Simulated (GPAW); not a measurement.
# ZrO2 (Fm-3m) in GPAW: single point with PBE

Aim: the single point of ZrO2 with PBE.

Program: GPAW 26.7.0. These are calculated values, not measurements. Logs are shortened: lines on timing, memory, paths and dates and some standing lists are left out, and cuts for length are marked. The log counts tension as positive stress, the text compression.

**1. The structure**

Symmetry: Fm-3m, No. 225, cubic system. Conventional cell: a = 5.090 Å, b = 5.090 Å, c = 5.090 Å, α = 90.00°, β = 90.00°, γ = 90.00°. Around Zr (site symmetry m-3m) lie 8 O at 2.20 Å. O (site symmetry -43m) is surrounded by 4 Zr at 2.20 Å.

Measurements of this composition are mostly on another form, of space group No. 14.

**2. Single point, PBE**

File run.py:

```python
from ase.io import read
from gpaw import PW
from gpaw.dft import DFT

atoms = read('ZrO2.xyz')

dft = DFT(atoms,
          mode=PW(800),
          xc='PBE',
          kpts={'size': (9, 9, 9), 'gamma': True},
          occupations={'name': 'fermi-dirac', 'width': 0.05},
          nbands=24,
          convergence={'density': 1e-05, 'energy': 1e-05},
          maxiter=150,
          txt='gpaw.txt')
print(f'Energy: {dft.calculate_energy():.6f} eV')
print('Forces (eV/A):')
print(dft.calculate_forces().round(4))
print('Stress (eV/A^3):', dft.calculate_stress().round(6))
dft.write_gpw_file('gs.gpw')
```

File ZrO2.xyz:

```xyz
3
Lattice="0.0000000000 2.5450727058 2.5450727058 2.5450727058 0.0000000000 2.5450727058 2.5450727058 2.5450727058 0.0000000000" Properties=species:S:1:pos:R:3 pbc="T T T"
Zr     0.0000000000      0.0000000000      0.0000000000
O      3.8176090587      3.8176090587      3.8176090587
O      1.2725363529      1.2725363529      1.2725363529
```

Potentials or basis: GPAW PAW data sets (gpaw-data 1.2.1), pw.

The run is started by

```console
$ OMP_NUM_THREADS=1 python run.py
```

gpaw.txt:

```text
Diagonalizing LCAO Hamiltonian
Converting LCAO to pw mode

                   O

           O

       Zr

Atoms  # Å, Bohr magnetons
|   | symbol |        x |        y |        z |    initial magnetic moments |
|---|--------|----------|----------|----------|-----------------------------|
| 0 |     Zr | 0.000000 | 0.000000 | 0.000000 | ( 0.0000,  0.0000,  0.0000) |
| 1 |      O | 3.817609 | 3.817609 | 3.817609 | ( 0.0000,  0.0000,  0.0000) |
| 2 |      O | 1.272536 | 1.272536 | 1.272536 | ( 0.0000,  0.0000,  0.0000) |

Unit cell  # Å
| periodic |        x |        y |        z |  lengths |    angles |
|----------|----------|----------|----------|----------|-----------|
|      yes | 0.000000 | 2.545073 | 2.545073 | 3.599276 | 60.000000 |
|      yes | 2.545073 | 0.000000 | 2.545073 | 3.599276 | 60.000000 |
|      yes | 2.545073 | 2.545073 | 0.000000 | 3.599276 | 60.000000 |

Number of symmetries: 48
Symmetry operations  # r_c * U_cc + t_c -> r_c
|    | kind |            matrix            |
|----|------|------------------------------|
|  0 |  σ   |  1, 0, 0,  1, 0,-1,  1,-1, 0 |
|  1 |  C2  |  1, 0, 0,  1,-1, 0,  1, 0,-1 |
|  2 |  E   |  1, 0, 0,  0, 1, 0,  0, 0, 1 |
|  3 |  σ   |  1, 0, 0,  0, 0, 1,  0, 1, 0 |
|  4 |  C4  |  1, 0,-1,  1, 0, 0,  1,-1, 0 |
|  5 |  S6  |  1, 0,-1,  1,-1, 0,  1, 0, 0 |
|  6 |  σ   |  1, 0,-1,  0, 1,-1,  0, 0,-1 |
|  7 |  C3  |  1, 0,-1,  0, 0,-1,  0, 1,-1 |
|  8 |  S6  |  1,-1, 0,  1, 0, 0,  1, 0,-1 |
|  9 |  C4  |  1,-1, 0,  1, 0,-1,  1, 0, 0 |
| 10 |  C3  |  1,-1, 0,  0,-1, 1,  0,-1, 0 |
| 11 |  σ   |  1,-1, 0,  0,-1, 0,  0,-1, 1 |
| 12 |  σ   |  0, 1, 0,  1, 0, 0,  0, 0, 1 |
| 13 |  C4  |  0, 1, 0,  0, 1,-1, -1, 1, 0 |
| 14 |  C3  |  0, 1, 0,  0, 0, 1,  1, 0, 0 |
| 15 |  S6  |  0, 1, 0, -1, 1, 0,  0, 1,-1 |
| 16 |  C2  |  0, 1,-1,  1, 0,-1,  0, 0,-1 |
| 17 |  σ   |  0, 1,-1,  0, 1, 0, -1, 1, 0 |
| 18 |  S4  |  0, 1,-1,  0, 0,-1,  1, 0,-1 |
| 19 |  C4  |  0, 1,-1, -1, 1, 0,  0, 1, 0 |
| 20 |  C3  |  0, 0, 1,  1, 0, 0,  0, 1, 0 |
| 21 |  σ   |  0, 0, 1,  0, 1, 0,  1, 0, 0 |
| 22 |  S6  |  0, 0, 1,  0,-1, 1, -1, 0, 1 |
| 23 |  C4  |  0, 0, 1, -1, 0, 1,  0,-1, 1 |
| 24 |  S4  |  0, 0,-1,  1, 0,-1,  0, 1,-1 |
| 25 |  C3  |  0, 0,-1,  0, 1,-1,  1, 0,-1 |
| 26 |  C2  |  0, 0,-1,  0,-1, 0, -1, 0, 0 |
| 27 |  S6  |  0, 0,-1, -1, 0, 0,  0,-1, 0 |
| 28 |  S4  |  0,-1, 1,  1,-1, 0,  0,-1, 0 |
| 29 |  C4  |  0,-1, 1,  0, 0, 1, -1, 0, 1 |
| 30 |  C2  |  0,-1, 1,  0,-1, 0,  1,-1, 0 |
| 31 |  σ   |  0,-1, 1, -1, 0, 1,  0, 0, 1 |
| 32 |  C3  |  0,-1, 0,  1,-1, 0,  0,-1, 1 |
| 33 |  S6  |  0,-1, 0,  0, 0,-1, -1, 0, 0 |
| 34 |  S4  |  0,-1, 0,  0,-1, 1,  1,-1, 0 |
| 35 |  C2  |  0,-1, 0, -1, 0, 0,  0, 0,-1 |
| 36 |  C2  | -1, 1, 0,  0, 1, 0,  0, 1,-1 |
| 37 |  S6  | -1, 1, 0,  0, 1,-1,  0, 1, 0 |
| 38 |  S4  | -1, 1, 0, -1, 0, 1, -1, 0, 0 |
| 39 |  C3  | -1, 1, 0, -1, 0, 0, -1, 0, 1 |
| 40 |  S6  | -1, 0, 1,  0, 0, 1,  0,-1, 1 |
| 41 |  C2  | -1, 0, 1,  0,-1, 1,  0, 0, 1 |
| 42 |  C3  | -1, 0, 1, -1, 1, 0, -1, 0, 0 |
| 43 |  S4  | -1, 0, 1, -1, 0, 0, -1, 1, 0 |
| 44 |  C2  | -1, 0, 0,  0, 0,-1,  0,-1, 0 |
| 45 |  i   | -1, 0, 0,  0,-1, 0,  0, 0,-1 |
| 46 |  σ   | -1, 0, 0, -1, 1, 0, -1, 0, 1 |
| 47 |  C2  | -1, 0, 0, -1, 0, 1, -1, 1, 0 |

BZ-sampling:
  Number of BZ points: 729
  Number of IBZ points: 35

  Monkhorst-Pack size: [9, 9, 9]
  Monkhorst-Pack shift: [0, 0, 0]

K-points  # in reciprocal-cell coordinates
|     |                                coordinates |     weight |
|-----|--------------------------------------------|------------|
|   0 | (  0.00000000,   0.00000000,   0.00000000) | 0.00137174 |
|   1 | (  0.11111111,   0.11111111,   0.00000000) | 0.00823045 |
|   2 | (  0.11111111,   0.11111111,   0.11111111) | 0.01097394 |
|   3 | (  0.22222222,   0.11111111,   0.11111111) | 0.01646091 |
|   4 | (  0.22222222,   0.22222222,   0.00000000) | 0.00823045 |
|   5 | (  0.22222222,   0.22222222,   0.11111111) | 0.03292181 |
|   6 | (  0.22222222,   0.22222222,   0.22222222) | 0.01097394 |
|   7 | (  0.33333333,   0.22222222,   0.11111111) | 0.03292181 |
|   8 | (  0.33333333,   0.22222222,   0.22222222) | 0.03292181 |
|   9 | (  0.33333333,   0.33333333,  -0.33333333) | 0.01646091 |
| ... |                                            |            |
|  34 | (  0.44444444,   0.44444444,   0.44444444) | 0.01097394 |

Plane wave coefficients: 1719
Cutoff: 800.0 eV

Spin-components: 1 (collinear spins)
Bands:           24
Projectors:      16
Spin-degeneracy: 2
Datatype:        complex128

Density:
  Valence electrons: 24.0
  Components: 1
  Grid points: [24 24 24]
  Charge: 0.0  # |e|

Potential:
  Grid points: [24 24 24]

species:
  Zr:
    name:    Zirconium
    Z:       40.0
    valence: 12
    core:    28
    charge:  0.0  # [|e|]
    compensation charges:
      type: gauss
      rc: 0.40  # [Å]
      lmax: 2
    cutoffs:
      filter: 2.39  # [Å]
      core: 1.59  # [Å]
    projectors
    | kind |    occ | energy [eV] | rcut [Å] |
    |------|--------|-------------|----------|
    |   4s |  2.000 |     -54.478 |    1.323 |
    |   5s |  2.000 |      -4.438 |    1.323 |
    |   4p |  6.000 |     -32.467 |    1.334 |
    |   5p |  0.000 |      -1.470 |    1.334 |
    |   4d |  2.000 |      -3.600 |    1.244 |
    |    d |        |      23.611 |    1.244 |

    Using partial waves for Zr as LCAO basis

  O:
    name:    Oxygen
    Z:       8.0
    valence: 6
    core:    2
    charge:  0.0  # [|e|]
    compensation charges:
      type: gauss
      rc: 0.21  # [Å]
      lmax: 2
    cutoffs:
      filter: 1.17  # [Å]
      core: 0.83  # [Å]
    projectors
    | kind |    occ | energy [eV] | rcut [Å] |
    |------|--------|-------------|----------|
    |   2s |  2.000 |     -23.961 |    0.688 |
    |   2p |  4.000 |      -9.029 |    0.598 |
    |    s |        |       3.251 |    0.688 |
    |    p |        |      18.182 |    0.598 |
    |    d |        |       0.000 |    0.619 |

    Using partial waves for O as LCAO basis

Reference energy: -101975.275837  # eV

eigensolver:
  PPCG
  Converge bands: occupied
  niter=2

density mixing:
  MSR1-Mixer
  Pratt-step length: 0.05
  Maximum mixing coefficient: 0.75
  Old densities: 10
  SVD Regularization: 0.005
  Good broyden scale: 1.0
  Trust region scale: 1.0
  Backstep threshold: 4.0
  History deletion threshold: 6.0
  Fourier metric: weight=20.0, sigma=0.015

occupation numbers:
  Fermi-Dirac:
    width: 0.0500  # eV

poisson solver:
  ecut: 6400.0  # eV

xc functional:
  name: PBE with 2 nearest neighbor stencil

convergence criteria:
- Maximum integral of absolute [dens]ity change: 1e-05 electrons / valence electron
- Maximum [total energy] change in last 3 cyles: 1e-05 eV / valence electron
- Maximum integral of absolute [eigenst]ate change: 4e-08 eV^2 / valence electron
maximum number of iterations: 150

SCF iterations
|iter     | |      energy | eigst |  dens |
|---------|-|-------------|-------|-------|
|iter:   1| |  -32.111726 | +0.09 |       |
|iter:   2| |  -30.937860 | -1.67 | -0.80 |
|iter:   3| |  -28.006448 | -0.83 | -0.86 |
|iter:   4| |  -27.996129 | -2.58 | -1.45 |
|iter:   5| |  -28.005850 | -2.92 | -1.70 |
|iter:   6| |  -28.005145 | -4.29 | -2.71 |
|iter:   7| |  -28.005170 | -5.79 | -3.32 |
|iter:   8| |  -28.005176c| -6.44 | -3.69 |
|iter:   9| |  -28.005176c| -8.13c| -4.66 |
|iter:  10| |  -28.005176c| -8.43c| -5.31c|
SCF steps: 10
Energy contributions relative to reference atoms: (reference = -101975.275837)

Energy contributions:
  Kinetic:          24.807862
  Coulomb:         -28.810053
  Zero:              0.625219
  External:          0.000000
  Xc:              -24.628204
  Entropy:          -0.000000
  Spinorbit:         0.000000
  ----------------------------
  Free energy:     -28.005176
  Extrapolated:    -28.005176

Forces  # eV/Ang
|       x |       y |        z |
|---------|---------|----------|
| 0.00000 | 0.00000 | -0.00000 |  # Zr   0
| 0.00000 | 0.00000 |  0.00000 |  # O    1
| 0.00000 | 0.00000 |  0.00000 |  # O    2

Stress tensor  # eV/Ang^3
|         x |         y |         z |
|-----------|-----------|-----------|
| -0.010539 | -0.000000 |  0.000000 |
| -0.000000 | -0.010539 |  0.000000 |
|  0.000000 |  0.000000 | -0.010539 |

Writing to gs.gpw (mode='')

  __  _  _
 | _ |_)|_||  |
 |__||  | ||/\| - 26.7.0

Input parameters:
  mode=PW(ecut=800.0),
  convergence={'density': 1e-05, 'energy': 1e-05},
  kpts=MonkhorstPack(size=(9, 9, 9), gamma=True),
  maxiter=150,
  nbands=24,
  occupations=Occupations(name='fermi-dirac', width=0.05),
  xc=XC(name='PBE')
# Writing to gs.gpw (mode='')
```

Wall time 24 s (1 thread of Arm Neoverse V2, shared host); peak memory 0.18 GiB.

What came out:

```
Free energy            : -28.0052 eV
Pressure               : 1.7 GPa
Band gap on the k mesh : 3.41 eV, indirect (least direct gap 3.89 eV)
```

Levels at points of the mesh, in eV from the valence-band top:
| k point | band 10 | band 11 | band 12 | band 13 | band 14 | band 15 |
| --- | --- | --- | --- | --- | --- | --- |
| (0.00, 0.00, 0.00) | -0.48 | -0.48 | -0.48 | 3.41 | 3.41 | 6.64 |

Caveat: an odd mesh through Γ misses points on the zone boundary, where band edges often lie.

**3. The reference run**

An earlier run on the cell as given: functional PBE; potentials or basis GPAW PAW data sets (gpaw-data 1.2.1); cutoff 800 eV; basis pw; k mesh 9 × 9 × 9; occupations fermi-dirac, width 0.05 eV; no spin polarisation.

* Pressure: 1.7 GPa
* Band gap on the k mesh: 3.41 eV, indirect (least direct gap 3.89 eV)
